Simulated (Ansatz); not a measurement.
# TaS2: the cost of one run

Computed with Ansatz 0.2.0 (DFT PBE+D3(BJ), scalar-relativistic, plane waves, PAW, unless a step's input says otherwise).

2 further runs of the same task are left out: 2 set aside as unsound or not needed.

## (1) The structure to begin with

The structure is trigonal, space group P-3m1 (No. 164). Conventional cell: a = 3.328 Å, b = 3.328 Å, c = 5.787 Å, α = 90.00°, β = 90.00°, γ = 120.00°. Ta (site symmetry -3m) has 6 S at 2.47 Å as nearest neighbours. S (site symmetry 3m) has 3 Ta at 2.47 Å as nearest neighbours.

Structure file:

```xyz
3
Lattice="3.3283 0.0000 0.0000 -1.6642 2.8824 0.0000 0.0000 0.0000 5.7868" Properties=species:S:1:pos:R:3 pbc="T T T"
Ta    0.0000    0.0000    0.0000
S     0.0000    1.9216    1.5451
S     1.6642    0.9608    4.2418
```

It is the result of an earlier relaxation at this level (volume 18.51 Å³/atom; gap on the mesh: none (metal)).

## (2) A stricter relaxation, with the smearing for a metal

Response runs need a geometry at rest under their own mesh and occupations; hence this stricter relaxation.

Contents of input.yaml:

```yaml
crystal:
  lattice:
    - [3.3283270018, 0.0, 0.0]
    - [-1.6641635009, 2.8824157357, 0.0]
    - [0.0, 0.0, 5.7868361258]
  atoms:
    - { symbol: Ta, position: [0.0, 0.0, 0.0] }
    - { symbol: S, position: [0.3333333333, 0.6666666667, 0.2669984518] }
    - { symbol: S, position: [0.6666666667, 0.3333333333, 0.7330015482] }
basis:
  ecutwfc: 420
kpoints:
  mp_grid: { grid: [15, 15, 8] }
hamiltonian:
  xc: pbe
  dispersion: d3bj
scf:
  occupations: { method: fermi_dirac, width: 0.15 }
output:
  forces: true
  stress: true
  eigenvalues: true
relax:
  adjacent_minimum: "off"
  f_tol: 0.001
  max_steps: 60
  cell: { stress_tol: 0.01 }
```

Command:

```
$ ansatz run input.yaml --threads 1 --pin off --max-ram 2560MiB --backend cpu --events-out ev --progress --plain --runs-dir out
```

What time and memory should one allow on 1 thread of an Arm CPU, shared host?

About 45 s, with a peak of 0.45 GiB.
